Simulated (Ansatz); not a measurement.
# Ba on Nb(100): change of the work function, part 2 of 5

Wanted: Δφ(θ) for Ba/Nb(100), starting from the top site.

Ansatz 0.2.0; plane-wave DFT, PBE, Ansatz PAW (the session's first sound run).

So far, work function, upper face (eV): step 2 (the clean slab) 3.60.

### Step 3. The covered slab, coverage 0.25 ML

System of this step: Ba/Nb(100). The cell holds 21 atoms: 20 Nb and 1 Ba. Cell: a = 6.600 Å, b = 6.600 Å, c = 28.417 Å, α = 90.0°, β = 90.0°, γ = 90.0°. Vacuum lies along c.

The clean slab as it ended is repeated in the plane and the adsorbate is set on one face; the cell's size fixes the coverage, and the k-mesh shrinks with it to keep the sampling density about even. Adsorbate and upper layers relax, since the dipole depends on the height.

input.yaml reads:

```yaml
crystal:
  lattice:
    - [6.6, 0.0, 0.0]
    - [0.0, 6.6, 0.0]
    - [0.0, 0.0, 28.4166945888]
  atoms:
    - { symbol: Nb, position: [0.0, 0.0, 0.3167152313] }
    - { symbol: Nb, position: [0.25, 0.25, 0.3747796905] }
    - { symbol: Nb, position: [0.0, 0.0, 0.4328241756] }
    - { symbol: Nb, position: [0.25, 0.25, 0.4924706573] }
    - { symbol: Nb, position: [0.0, 0.0, 0.5432438506] }
    - { symbol: Nb, position: [0.0, 0.5, 0.3167152313] }
    - { symbol: Nb, position: [0.25, 0.75, 0.3747796905] }
    - { symbol: Nb, position: [0.0, 0.5, 0.4328241756] }
    - { symbol: Nb, position: [0.25, 0.75, 0.4924706573] }
    - { symbol: Nb, position: [0.0, 0.5, 0.5432438506] }
    - { symbol: Nb, position: [0.5, 0.0, 0.3167152313] }
    - { symbol: Nb, position: [0.75, 0.25, 0.3747796905] }
    - { symbol: Nb, position: [0.5, 0.0, 0.4328241756] }
    - { symbol: Nb, position: [0.75, 0.25, 0.4924706573] }
    - { symbol: Nb, position: [0.5, 0.0, 0.5432438506] }
    - { symbol: Nb, position: [0.5, 0.5, 0.3167152313] }
    - { symbol: Nb, position: [0.75, 0.75, 0.3747796905] }
    - { symbol: Nb, position: [0.5, 0.5, 0.4328241756] }
    - { symbol: Nb, position: [0.75, 0.75, 0.4924706573] }
    - { symbol: Nb, position: [0.5, 0.5, 0.5432438506] }
    - { symbol: Ba, position: [0.0, 0.0, 0.6832847687] }
kpoints:
  mp_grid: { grid: [5, 5, 1] }
hamiltonian:
  xc: pbe
scf:
  occupations: { method: fermi_dirac, width: 0.1 }
  convergence: { dr2_threshold: 1.0e-08 }
efield:
  axis: 3
  dipole_correction: true
  ramp_position: 0.97
  ramp_width: 0.06
relax:
  f_tol: 0.02
  max_steps: 60
  constraints: [{ sites: [0, 1, 5, 6, 10, 11, 15, 16] }]
output:
  bader: true
  dos: { projected: true, e_range: [-8, 4] }
  write_potential: true
  write_density: true
  volumetric_format: npy
  elf: true
```

On the command line:

```sh
$ ansatz run input.yaml --threads 4 --pin off --max-ram 12288MiB --backend cpu --events-out ev --progress --plain --runs-dir out
```

Numbers of over 12 decimals in the logs are rounded to 6 here.

The program printed:

```text
[...]
Crystal: 21 atoms, lattice volume = 1237.831 Å³
Basis set: ecut = 420 eV, 24183 PW (Γ), exchange–correlation on 90×90×384 points (8 copies of the dense FFT grid, shifted against one another)
Bands: 162, of which v1, the nominal top of the filled ones, is band 135 counted from 1 (134 counted from 0)
Symmetry: 8 space group operations
[...]
k-points: 6 of 25
[...]
SCF iter   1: F=—  HF=-96985.727694 eV  |F-HF|=—  |Δ(HF+E_count)|=         —  Δρ=2.17e-2  dr2=3.42e2  ethr=1.77e-3  p=0.882 e·Å  D=1.29e-1 V/Å  ΔV_dip=-3.67 eV  dr2_dipole=2.56e2  V_vac-E_F(+/−)=0.64/4.30 eV  ⟨swp⟩=15.3  Hψ=5916  notcnv=0
[...]
SCF iter  13: F=-96981.894394 eV  HF=-96981.894394 eV  |F-HF|=8.00e-10  |Δ(HF+E_count)|=   9.15e-9  Δρ=2.56e-7  dr2=3.00e-9  ethr=3.70e-12  p=0.310 e·Å  D=4.53e-2 V/Å  ΔV_dip=-1.29 eV  dr2_dipole=3.01e-10  V_vac-E_F(+/−)=2.43/3.72 eV  ⟨swp⟩=13.5  Hψ=6939  notcnv=0
SCF 1 converged in 13 iterations: F = -96981.894394 eV  dr2 = 3.00e-9
[...]
relax step   1: F+E_penalty+E_count = -96981.89439382 eV  Δ(F+E_penalty+E_count) = +0.000e0 eV  max|allowed force component| = 8.642e-1 eV/Å  Δτ_max = 0.0000 Å  (13 SCF iters, accepted)
[...]
SCF iter  10: F=-96982.022264 eV  HF=-96982.022264 eV  |F-HF|=1.15e-9  |Δ(HF+E_count)|=   7.41e-9  Δρ=2.74e-7  dr2=2.87e-9  ethr=3.70e-12  p=0.335 e·Å  D=4.89e-2 V/Å  ΔV_dip=-1.39 eV  dr2_dipole=3.52e-11  V_vac-E_F(+/−)=2.33/3.72 eV  ⟨swp⟩=11.5  Hψ=6680  notcnv=0
SCF 2 converged in 10 iterations: F = -96982.022264 eV  dr2 = 2.87e-9
[...]
relax step   2: F+E_penalty+E_count = -96982.02226421 eV  Δ(F+E_penalty+E_count) = -1.279e-1 eV  max|allowed force component| = 9.413e-1 eV/Å  Δτ_max = 0.1983 Å  (10 SCF iters, accepted)
SCF iter   1: F=—  HF=-96982.276323 eV  |F-HF|=—  |Δ(HF+E_count)|=         —  Δρ=2.86e-3  dr2=7.66e-1  ethr=7.63e-4  p=0.335 e·Å  D=4.89e-2 V/Å  ΔV_dip=-1.39 eV  dr2_dipole=8.09e-2  V_vac-E_F(+/−)=2.34/3.73 eV  ⟨swp⟩=5.3  Hψ=2314  notcnv=0
[...]
SCF iter  10: F=-96982.246848 eV  HF=-96982.246848 eV  |F-HF|=1.32e-9  |Δ(HF+E_count)|=   8.56e-9  Δρ=2.71e-7  dr2=2.92e-9  ethr=3.70e-12  p=0.350 e·Å  D=5.12e-2 V/Å  ΔV_dip=-1.46 eV  dr2_dipole=5.26e-10  V_vac-E_F(+/−)=2.26/3.72 eV  ⟨swp⟩=10.8  Hψ=7067  notcnv=0
SCF 3 converged in 10 iterations: F = -96982.246848 eV  dr2 = 2.92e-9
relax step   3: F+E_penalty+E_count = -96982.24684817 eV  Δ(F+E_penalty+E_count) = -2.246e-1 eV  max|allowed force component| = 8.571e-1 eV/Å  Δτ_max = 0.1937 Å  (10 SCF iters, accepted)
[...]
relax step   4: F+E_penalty+E_count = -96982.40803903 eV  Δ(F+E_penalty+E_count) = -1.612e-1 eV  max|allowed force component| = 6.655e-1 eV/Å  Δτ_max = 0.1950 Å  (10 SCF iters, accepted)
[...]
relax step   5: F+E_penalty+E_count = -96982.47252242 eV  Δ(F+E_penalty+E_count) = -6.448e-2 eV  max|allowed force component| = 6.164e-1 eV/Å  Δτ_max = 0.1266 Å  (10 SCF iters, accepted)
[...]
relax step   6: F+E_penalty+E_count = -96982.56493596 eV  Δ(F+E_penalty+E_count) = -9.241e-2 eV  max|allowed force component| = 2.749e-1 eV/Å  Δτ_max = 0.1949 Å  (9 SCF iters, accepted)
[...]
relax step   7: F+E_penalty+E_count = -96982.59747506 eV  Δ(F+E_penalty+E_count) = -3.254e-2 eV  max|allowed force component| = 2.347e-1 eV/Å  Δτ_max = 0.2000 Å  (10 SCF iters, accepted)
[...]
relax step   8: F+E_penalty+E_count = -96982.60347278 eV  Δ(F+E_penalty+E_count) = -5.998e-3 eV  max|allowed force component| = 7.488e-2 eV/Å  Δτ_max = 0.0524 Å  (9 SCF iters, accepted)
SCF iter   1: F=—  HF=-96982.605590 eV  |F-HF|=—  |Δ(HF+E_count)|=         —  Δρ=5.68e-4  dr2=1.58e-2  ethr=5.02e-5  p=0.368 e·Å  D=5.37e-2 V/Å  ΔV_dip=-1.53 eV  dr2_dipole=3.63e-4  V_vac-E_F(+/−)=2.18/3.71 eV  ⟨swp⟩=3.3  Hψ=1689  notcnv=0
[...]
SCF iter   8: F=-96982.604702 eV  HF=-96982.604702 eV  |F-HF|=5.38e-10  |Δ(HF+E_count)|=   1.13e-8  Δρ=2.75e-7  dr2=2.54e-9  ethr=3.70e-12  p=0.369 e·Å  D=5.40e-2 V/Å  ΔV_dip=-1.53 eV  dr2_dipole=1.45e-10  V_vac-E_F(+/−)=2.18/3.71 eV  ⟨swp⟩=10.3  Hψ=6976  notcnv=0
SCF 9 converged in 8 iterations: F = -96982.604702 eV  dr2 = 2.54e-9
[...]
relax step   9: F+E_penalty+E_count = -96982.60470181 eV  Δ(F+E_penalty+E_count) = -1.229e-3 eV  max|allowed force component| = 1.051e-2 eV/Å  Δτ_max = 0.0255 Å  (8 SCF iters, accepted)
NSCF: frozen V_eff on 6 k-points
[...]
SCF converged after 8 iterations
Free energy (F): -96982.604702 eV
[...]
Internal energy: -96981.716442 eV  (E = F + TS)
E sigma→0 (E₀):  -96982.160572 eV
Entropy (-TS):   -0.888260 eV (-42.298 meV/atom)
Fermi energy:    3.719418 eV
Dipole field:    D = 0.053963 V/Å  (p = 0.369144 e·Å, saw-weighted, corrected)
Work function:   Φ+ = 2.1811 eV   Φ− = 3.7146 eV
[...]
--- Forces (eV/Å), atoms counted from 1 ---
  atom   1  Nb     0.00000000     0.00000000     1.24507471
  atom   2  Nb     0.02696227     0.02696227    -1.24784167
  atom   3  Nb    -0.00000000     0.00000000     0.00668914
  atom   4  Nb    -0.00158851    -0.00158851    -0.00196155
  atom   5  Nb     0.00000000     0.00000000     0.00522631
  atom   6  Nb     0.00000000     0.00000000     1.23093727
  atom   7  Nb     0.02696227    -0.02696227    -1.24784167
  atom   8  Nb    -0.00000000     0.00000000    -0.00194064
  atom   9  Nb    -0.00158851     0.00158851    -0.00196155
  atom  10  Nb    -0.00000000     0.00000000     0.01051290
  atom  11  Nb     0.00000000     0.00000000     1.23093727
  atom  12  Nb    -0.02696227     0.02696227    -1.24784167
  atom  13  Nb     0.00000000     0.00000000    -0.00194064
  atom  14  Nb     0.00158851    -0.00158851    -0.00196155
  atom  15  Nb    -0.00000000     0.00000000     0.01051290
  atom  16  Nb     0.00000000     0.00000000     1.26557363
  atom  17  Nb    -0.02696227    -0.02696227    -1.24784167
  atom  18  Nb    -0.00000000     0.00000000     0.00064070
  atom  19  Nb     0.00158851     0.00158851    -0.00196155
  atom  20  Nb    -0.00000000     0.00000000     0.00437960
  atom  21  Ba     0.00000000     0.00000000    -0.00741788
  max |Σ_I F_I| component: 2.76e-5 eV/Å
--- Band table (eV; the first three rows and the last of 6) ---
  k-point 0: bands = [... 131 lower, 3.8261, 3.8261, 3.8988, 3.8988, 3.9626, 4.0864, 4.0864, 4.1062, ... 23 higher]
  k-point 1: bands = [... 131 lower, 3.6213, 3.6664, 3.6874, 3.7464, 3.7965, 4.0909, 4.1320, 4.1323, ... 23 higher]
  k-point 2: bands = [... 131 lower, 3.5394, 3.6324, 3.6824, 3.7244, 3.7498, 3.8008, 3.8332, 3.9943, ... 23 higher]
  k-point 5: bands = [... 131 lower, 3.0446, 3.1414, 3.2054, 3.2429, 3.4724, 3.7407, 3.8897, 3.9536, ... 23 higher]
--- Relaxed structure (9 steps of the walk, 9 accepted, 0 SCFs on fresh bases) ---
  F+E_penalty+E_count = -96982.60470181 eV   max|allowed force component| = 1.051e-2 eV/Å
  atoms:
    - { symbol: Nb, position: [0.0, 0.0, 0.3167152313] }
    - { symbol: Nb, position: [0.25, 0.25, 0.3747796905] }
    - { symbol: Nb, position: [0, 0.0, 0.431852] }
    - { symbol: Nb, position: [0.253030, 0.253030, 0.492375] }
    - { symbol: Nb, position: [0, 0.0, 0.536754] }
    - { symbol: Nb, position: [0.0, 0.5, 0.3167152313] }
    - { symbol: Nb, position: [0.25, 0.750000, 0.3747796905] }
    - { symbol: Nb, position: [0, 0.5, 0.432779] }
    - { symbol: Nb, position: [0.253030, 0.746970, 0.492375] }
    - { symbol: Nb, position: [0, 0.5, 0.545032] }
    - { symbol: Nb, position: [0.5, 0.0, 0.3167152313] }
    - { symbol: Nb, position: [0.750000, 0.25, 0.3747796905] }
    - { symbol: Nb, position: [0.5, 0.0, 0.432779] }
    - { symbol: Nb, position: [0.746970, 0.253030, 0.492375] }
    - { symbol: Nb, position: [0.5, 0.0, 0.545032] }
    - { symbol: Nb, position: [0.5, 0.5, 0.3167152313] }
    - { symbol: Nb, position: [0.750000, 0.750000, 0.3747796905] }
    - { symbol: Nb, position: [0.5, 0.5, 0.433559] }
    - { symbol: Nb, position: [0.746970, 0.746970, 0.492375] }
    - { symbol: Nb, position: [0.5, 0.5, 0.546379] }
    - { symbol: Ba, position: [0, 0.0, 0.643331] }
--- Bader charges: 21 sites ---
  site symbol  charge [e]  shift [e]
     0     Nb     -0.0924     0.0000
     1     Nb      0.0378     0.0000
     2     Nb      0.1375     0.0000
     3     Nb     -0.0046     0.0000
     4     Nb     -0.4413     0.0001
     5     Nb     -0.0909     0.0000
     6     Nb      0.0378     0.0000
     7     Nb      0.1251     0.0000
     8     Nb     -0.0046     0.0000
     9     Nb     -0.2422     0.0000
    10     Nb     -0.0909     0.0000
    11     Nb      0.0378     0.0000
    12     Nb      0.1251     0.0000
    13     Nb     -0.0045     0.0000
    14     Nb     -0.2422     0.0000
    15     Nb     -0.0918     0.0000
    16     Nb      0.0378     0.0000
    17     Nb      0.1271     0.0000
    18     Nb     -0.0045     0.0000
    19     Nb     -0.1312     0.0000
    20     Ba      0.7751     0.0000
  estimated error of the sums over rays = 8.6e-4 e
```

It took 7.8 min on 4 threads of Arm Neoverse V1, shared host; peak memory 4.2 GiB; 31 min of CPU time.

Relaxation path:

```csv
step,energy less that of the first step (eV),largest force component (eV/Å)
1,0.0000,0.8642
2,-0.1279,0.9413
3,-0.3525,0.8571
4,-0.5136,0.6655
5,-0.5781,0.6164
6,-0.6705,0.2749
7,-0.7031,0.2347
8,-0.7091,0.0749
9,-0.7103,0.0105
```

The run keeps the 8 symmetry operations that it works with, so distortions that break them were not tested.

The atoms that moved most (Å):

```csv
atom,dx,dy,dz,length
Ba21,0.000,0.000,-1.135,1.135
Nb5,0.000,0.000,-0.184,0.184
Nb20,0.000,0.000,0.089,0.089
Nb10,0.000,0.000,0.051,0.051
Nb15,0.000,0.000,0.051,0.051
Nb19,-0.020,-0.020,-0.003,0.028
Nb9,0.020,-0.020,-0.003,0.028
Nb14,-0.020,0.020,-0.003,0.028
```

The relaxed structure:

```xyz
21
Lattice="6.6000 0.0000 0.0000 0.0000 6.6000 0.0000 0.0000 0.0000 28.4167" Properties=species:S:1:pos:R:3
Nb    0.0000    0.0000    9.0000
Nb    1.6500    1.6500   10.6500
Nb    0.0000    0.0000   12.2718
Nb    1.6700    1.6700   13.9917
Nb    0.0000    0.0000   15.2528
Nb    0.0000    3.3000    9.0000
Nb    1.6500    4.9500   10.6500
Nb    0.0000    3.3000   12.2981
Nb    1.6700    4.9300   13.9917
Nb    0.0000    3.3000   15.4880
Nb    3.3000    0.0000    9.0000
Nb    4.9500    1.6500   10.6500
Nb    3.3000    0.0000   12.2981
Nb    4.9300    1.6700   13.9917
Nb    3.3000    0.0000   15.4880
Nb    3.3000    3.3000    9.0000
Nb    4.9500    4.9500   10.6500
Nb    3.3000    3.3000   12.3203
Nb    4.9300    4.9300   13.9917
Nb    3.3000    3.3000   15.5263
Ba    0.0000    0.0000   18.2813
```

Numbers from this step:

| Quantity | Value |
| --- | --- |
| energy at zero smearing | -96982.1606 eV |
| work function, upper face | 2.181 eV |
| work function, lower face | 3.715 eV |
| dipole along the normal | 0.3691 e·Å |
| step between the vacuum levels | -1.533 eV |

Running mean over 1.65 Å of the planar mean; the ramp of the sawtooth is left out. Table of electron's electrostatic potential energy less the Fermi level by z:

z (Å), electron's electrostatic potential energy less the Fermi level (eV) and a bar from the least value:
```
        4        3.7 ##############################
        5        3.7 ##############################
        6        3.6 ##############################
        7        2.8 ############################
        8       -2.8 ##################
        9      -10.6 ####
       10      -11.0 ###
       11      -11.0 ###
       12      -11.1 ###
       13      -10.7 ####
       14      -11.7 ##
       15      -12.7 
       16       -7.2 ##########
       17        0.3 ########################
       18       -0.9 ######################
       19       -0.5 ######################
       20        1.5 ##########################
       21        2.0 ###########################
       22        2.1 ###########################
       23        2.2 ###########################
       24        2.2 ###########################
       25        2.2 ###########################
```

The density of states has structure finer than the step of the table below, so its rows give means over 0.2 eV, whole bins alone (the curve runs from -8 to 1.5 eV). Peaks (eV: height): -3.16: 40.6, -2.92: 46.8, -1.77: 54.8, -1.44: 56.0, -1.05: 43.6, 0.24: 63.7, 0.72: 42.0.

The density of states by energy, zero at the Fermi level; means over each step:

```csv
energy (eV),density of states (states/eV a cell)
-5.8,0
-5.6,0.0533
-5.4,1.19
-5.2,1.34
-5.0,1.41
-4.8,2.58
-4.6,1.65
-4.4,1.01
-4.2,3.44
-4.0,5.46
-3.8,3.32
-3.6,15.9
-3.4,15.1
-3.2,20.3
-3.0,23.7
-2.8,30.6
-2.6,23.4
-2.4,17.9
-2.2,32.5
-2.0,14.9
-1.8,23.7
-1.6,25.7
-1.4,34.2
-1.2,32.6
-1.0,37.4
-0.8,23.5
-0.6,28.9
-0.4,29.7
-0.2,25.6
0.0,25.2
0.2,30.8
0.4,32.4
0.6,31.5
0.8,32.5
1.0,21.3
1.2,18.9
1.4,21.7
```

Projected DOS per atom over height of the atomic layer and energy from the Fermi level. Layers: Nb4 Nb4 Nb4 Nb4 Nb4 Ba from below.

Ten even steps from '_' (0.00 states/eV) to '@' (2.73 states/eV), each cell a mean:
```
==..::..==..
**::::::**..
@@--::--%%::
++--::--++..
##====--++..
**==++==##--
**++++****__
==++--++==__
==++==++==__
==++--====__
::==++++==__
..::----::__
______..____
____________
____________
____________
____________
____________
____________
____________
____________
____________
```
Columns: height of the atomic layer (Å) from 9 to 18.3 (not evenly spaced); rows upwards: energy from the Fermi level (eV) from -7.96 to 1.45.

Electrostatic potential energy in the ca plane at fractional y = 0.000, with atoms of Nb and Ba within 0.2 Å of it. With pseudopotentials it is smooth inside the atoms' cores, unlike the true potential.

Values in eV, 10 rows by 16 columns, each cell a mean:
```
-57  -4  -6 -57 -16  -7 -57 -15 -12 -38 -18   3   6   6   6   6
 -7   4   3  -7   2   3  -7   2   0 -13  -3   4   6   6   6   6
  3   5   5   4   5   5   4   5   5   3   4   5   6   6   6   6
-19   2   2 -19  -3   4 -16  -7   5   6   6   6   6   6   6   6
-67  -6  -8 -66 -23  -1 -60 -36   4   6   6   6   6   6   6   6
-57  -4  -5 -56 -18   0 -50 -29   4   6   6   6   6   6   6   6
 -7   4   4  -6   2   5  -5  -1   6   5   5   6   6   6   6   6
  3   5   5   4   5   5   4   5   4   0   2   5   6   6   6   6
-19   2   2 -19  -2   1 -19  -2  -3 -22  -7   4   6   6   6   6
-67  -7  -9 -67 -22 -11 -67 -20 -14 -41 -20   3   6   6   6   6
```
Columns run along c (16.0 Å, from fractional 0.31 to 0.88 of the cell; values clipped at the 3rd and 97th percentile), rows up along a (6.6 Å). Atoms in or near the plane, at fractional coordinates: Nb at (0.32, 0.00), Nb at (0.43, 0.00), Nb at (0.54, 0.00), Nb at (0.32, 0.50), Nb at (0.43, 0.50), Nb at (0.55, 0.50), Ba at (0.64, 0.00).

Valence density in the ca plane at fractional y = 0.000, with atoms of Nb and Ba within 0.2 Å of it. It is the smooth field of the valence electrons, not physical close to the nuclei.

Ten even steps from '0' (0.0 e/Å³) to '9' (5.0 e/Å³), each cell a mean:
```
99510001699510015996100121122000000000000000
55200000255200002552000012221000000000000000
11000000011000000110000001110000000000000000
00000000000000000000000000000000000000000000
00000000000000000000000000000000000000000000
00000000000000000000000000000000000000000000
22100000122100000132100000000000000000000000
88410001488410002587300000000000000000000000
99610001799710003899510000000000000000000000
99510001699610002799410000000000000000000000
55200000255200001354100000000000000000000000
11000000011000000011000000000000000000000000
00000000000000000000000000000000000000000000
00000000000000000000000000000000000000000000
00000000000000000000000000000000000000000000
22100000122100001221000012211000000000000000
88410001588410014884100122221000000000000000
99720002799610026997200121012000000000000000
```
Columns run along c (16.0 Å, from fractional 0.31 to 0.88 of the cell), rows up along a (6.6 Å). Atoms in or near the plane, at fractional coordinates: Nb at (0.32, 0.00), Nb at (0.43, 0.00), Nb at (0.54, 0.00), Nb at (0.32, 0.50), Nb at (0.43, 0.50), Nb at (0.55, 0.50), Ba at (0.64, 0.00).

ELF in the ca plane at fractional y = 0.000, with atoms of Nb and Ba within 0.2 Å of it. It is the smooth field of the valence electrons, not physical close to the nuclei.

Values, 10 rows by 16 columns, each cell a mean:
```
0.64 0.37 0.33 0.65 0.40 0.39 0.64 0.39 0.52 0.51 0.73 0.20 0.33 0.27 0.06 0.00
0.32 0.43 0.39 0.28 0.33 0.41 0.29 0.22 0.28 0.70 0.47 0.15 0.30 0.20 0.04 0.00
0.37 0.46 0.45 0.33 0.40 0.46 0.42 0.26 0.19 0.11 0.08 0.15 0.22 0.09 0.02 0.00
0.42 0.40 0.36 0.39 0.32 0.43 0.39 0.26 0.22 0.18 0.13 0.16 0.10 0.03 0.00 0.00
0.57 0.38 0.33 0.58 0.43 0.34 0.57 0.55 0.22 0.36 0.28 0.15 0.05 0.01 0.00 0.00
0.64 0.37 0.33 0.64 0.40 0.36 0.60 0.51 0.22 0.32 0.25 0.15 0.06 0.01 0.00 0.00
0.31 0.43 0.39 0.27 0.32 0.45 0.32 0.19 0.22 0.11 0.09 0.16 0.13 0.04 0.01 0.00
0.38 0.46 0.45 0.34 0.41 0.45 0.40 0.29 0.19 0.24 0.15 0.14 0.25 0.12 0.02 0.00
0.43 0.40 0.36 0.40 0.32 0.39 0.40 0.24 0.37 0.81 0.60 0.16 0.32 0.23 0.05 0.00
0.57 0.38 0.34 0.57 0.42 0.40 0.56 0.44 0.55 0.30 0.73 0.21 0.33 0.28 0.07 0.00
```
Columns run along c (16.0 Å, from fractional 0.31 to 0.88 of the cell), rows up along a (6.6 Å). Atoms in or near the plane, at fractional coordinates: Nb at (0.32, 0.00), Nb at (0.43, 0.00), Nb at (0.54, 0.00), Nb at (0.32, 0.50), Nb at (0.43, 0.50), Nb at (0.55, 0.50), Ba at (0.64, 0.00).

The relaxation took 9 steps and lowered the energy by 0.71 eV; the largest force on the free atoms ends at 0.011 eV/Å.

By hand: a sheet of dipoles makes a step −p/(ε₀A) in the electron's potential. With e/ε₀ = 180.95 V·Å, p = 0.3691 e·Å and A = 43.56 Å², that is −180.95 × (0.3691) / 43.56 = -1.533 eV, and the two vacuum levels of the run differ by -1.533 eV.

The covered face has 2.18 eV, -1.41 eV against the clean one; the bare back face has moved by -0.01 eV, a measure of how thin the slab is.

[end of part 2 of 5]

[Logs are printed without paths, hosts, clocks, repeated set-up lines and the standing remarks that a program may print on its own settings, such as how far it seeks lower states.]

[Hosts, paths, dates, database ids (printed as entryN), source tags and the programs' standing remarks are cut or masked in the printed files.]

[Maps of the electrostatic potential energy from Ansatz leave out the sawtooth potential of an applied field or a dipole correction, so their vacuum need not be flat; planar profiles and work functions include it.]

[The density of states shown here was stored with 400 of the rows of the run's finer table, so its peaks can read low, often by over a quarter, or be missed, and its means over a window can be off by a tenth or more.]
